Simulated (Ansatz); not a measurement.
# Zr3O: response to biaxial strain in the a-b plane

The task here is to estimate one member of a computed series from the others.

Method: DFT r2SCAN, scalar-relativistic, plane waves, PAW, in Ansatz 0.2.0.

2 further runs of the same task are left out: 2 set aside as unsound or not needed.

## The starting structure

Symmetry: P6_322, No. 182, hexagonal system. Conventional cell: a = 5.651 Å, b = 5.651 Å, c = 5.195 Å, α = 90.00°, β = 90.00°, γ = 120.00°. Zr (site symmetry 2) is surrounded by 2 O at 2.27 Å. Around O (site symmetry 32) lie 6 Zr at 2.27 Å.

Structure file:

```xyz
8
Lattice="5.6510 0.0000 0.0000 -2.8255 4.8939 0.0000 0.0000 0.0000 5.1948" Properties=species:S:1:pos:R:3 pbc="T T T"
Zr   -1.8653    3.2307    2.5974
Zr   -0.9602    1.6631    0.0000
Zr    1.8653    3.2307    0.0000
Zr    3.7305    0.0000    2.5974
Zr    0.9602    1.6631    2.5974
Zr    1.9204    0.0000    0.0000
O     2.8255    1.6313    3.8961
O     0.0000    3.2626    1.2987
```

It goes back to an entry of the Materials Project, which need not be the stable form.

It is the result of an earlier relaxation at this level (volume 17.96 Å³/atom; gap on the mesh: none (metal)).

The unstrained cell was computed beforehand with the same settings: E(σ→0) = -26314.2861 eV for 8 atoms, gap none (metal).

Set-up of the first run:

File input.yaml:

```yaml
crystal:
  lattice:
    - [5.537953134, 0.0, 0.0]
    - [-2.768976567, 4.796008099, 0.0]
    - [0.0, 0.0, 5.2571656685]
  atoms:
    - { symbol: Zr, position: [0.0, 0.6601601134, 0.5] }
    - { symbol: Zr, position: [0.0, 0.3398398866, 0.0] }
    - { symbol: Zr, position: [0.6601601134, 0.6601601134, 0.0] }
    - { symbol: Zr, position: [0.6601601134, 0.0, 0.5] }
    - { symbol: Zr, position: [0.3398398866, 0.3398398866, 0.5] }
    - { symbol: Zr, position: [0.3398398866, 0.0, 0.0] }
    - { symbol: O, position: [0.6666666667, 0.3333333333, 0.75] }
    - { symbol: O, position: [0.3333333333, 0.6666666667, 0.25] }
basis:
  ecutwfc: 500
kpoints:
  mp_grid: { grid: [6, 6, 8] }
hamiltonian:
  xc: r2scan
scf:
  occupations: { method: gaussian, width: 0.1 }
output:
  forces: true
  stress: true
  eigenvalues: true
relax:
  adjacent_minimum: "off"
  f_tol: 0.008
  max_steps: 40
  cell: { stress_tol: 0.015, fix: [a, b, gamma] }
```

Launch:

```
> ansatz run input.yaml --threads 2 --pin off --max-ram 5120MiB --backend cpu --events-out ev --progress --plain --runs-dir out
```

Among the steps run: The cell strained by -2.0 %; At +2.0 %; The cell strained by -4.0 %; At +4.0 %.

One table of the session follows, with a row left open; its other results are not shown here.

Lengths are those of the vectors of the cell that was run; stresses in GPa:

```
strain (%)  ΔE (meV/atom)  a (Å)  b (Å)  c (Å)
      -4.0           47.7  5.425  5.425  5.382
      -2.0           11.9  5.538  5.538  5.280
      +0.0            0.0  5.651  5.651  5.195
      +2.0              ?      ?      ?      ?
      +4.0           44.8  5.877  5.877  5.064
```

Estimate the missing values for strain (%) = +2.0.

Worked estimate for «ΔE (meV/atom)». A straight line through the neighbours (0.0, 0.0) and (4.0, 44.8) gives 0.0 + (44.8 − 0.0) × (2.0 − 0.0) / (4.0 − 0.0) = 22.4; a parabola fitted to 3 rows on both sides gives 11.0.

**Answer.** ΔE (meV/atom): 11.4; a (Å): 5.764; b (Å): 5.764; c (Å): 5.124. In «ΔE (meV/atom)» the line misses by +11.0 and the parabola by -0.4.

ΔE is over the unstrained cell. Stress in GPa, positive in compression, on the Cartesian axes of the input. 
